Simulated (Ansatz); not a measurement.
Here is an Ansatz 0.2.0 calculation.

File input.yaml:

```yaml
crystal:
  lattice:
    - [5.556395, 0.0, 0.0]
    - [0.0, 3.333597, 0.0]
    - [0.0, 0.0, 6.504995]
  atoms:
    - { symbol: Hf, position: [0.748682, 0.75, 0.607871] }
    - { symbol: Hf, position: [0.251318, 0.25, 0.392129] }
    - { symbol: Hf, position: [0.248682, 0.75, 0.892129] }
    - { symbol: Hf, position: [0.751318, 0.25, 0.107871] }
    - { symbol: O, position: [0.639499, 0.25, 0.4234] }
    - { symbol: O, position: [0.360501, 0.75, 0.5766] }
    - { symbol: O, position: [0.139499, 0.25, 0.0766] }
    - { symbol: O, position: [0.860501, 0.75, 0.9234] }
    - { symbol: O, position: [0.520794, 0.25, 0.841453] }
    - { symbol: O, position: [0.479206, 0.75, 0.158547] }
    - { symbol: O, position: [0.020794, 0.25, 0.658547] }
    - { symbol: O, position: [0.979206, 0.75, 0.341453] }
hamiltonian:
  xc: pbe
  pseudopotentials: { kind: paw }
kpoints:
  mp_grid: { grid: [5, 8, 4] }
  band_path:
    path:
      - [[0.0, 0.0, 0.0], [0.0, -0.5, 0.0], [-0.5, -0.5, 0.0], [-0.5, 0.0, 0.0], [0.0, 0.0, 0.0], [0.0, 0.0, -0.5], [0.0, -0.5, -0.5], [-0.5, -0.5, -0.5], [-0.5, 0.0, -0.5], [0.0, 0.0, -0.5]]
      - [[-0.5, 0.0, 0.0], [-0.5, 0.0, -0.5]]
      - [[0.0, -0.5, -0.5], [0.0, -0.5, 0.0]]
      - [[-0.5, -0.5, 0.0], [-0.5, -0.5, -0.5]]
    npoints: 10
scf:
  occupations: { method: fermi_dirac, width: 0.05 }
  n_extra_bands: 30
output:
  forces: true
  stress: true
  eigenvalues: true
  fatbands: false
  write_density: true
  write_potential: true
  elf: true
  volumetric_format: npy
```

Potentials or basis: Ansatz PAW.

The run is started by

```bash
$ ansatz run input.yaml --threads 4 --pin off --max-ram 11264MiB --backend cpu --events-out ev --progress --plain --runs-dir out
```

Task: What does it give for the band gap along the path?

Result: 3.46 eV, direct.

Task: What does it give for the pressure?

Result: 3.3 GPa.

Task: Estimate the band gap on the k mesh.

Result: 3.46 eV, direct.

Forces on the atoms (eV/Å):
```
Hf   0.005  0.000  0.060
Hf  -0.005  0.000 -0.060
Hf   0.005  0.000 -0.060
Hf  -0.005  0.000  0.060
O    0.006  0.000 -0.012
O   -0.006  0.000  0.012
O    0.006  0.000  0.012
O   -0.006  0.000 -0.012
O    0.014  0.000 -0.059
O   -0.014  0.000  0.059
O    0.014  0.000  0.059
O   -0.014  0.000 -0.059
```

Caveat: the pressure holds a Pulay correction of +0.9 GPa for the finite cutoff; spin-orbit coupling is left out, which moves the levels of the heavy elements.
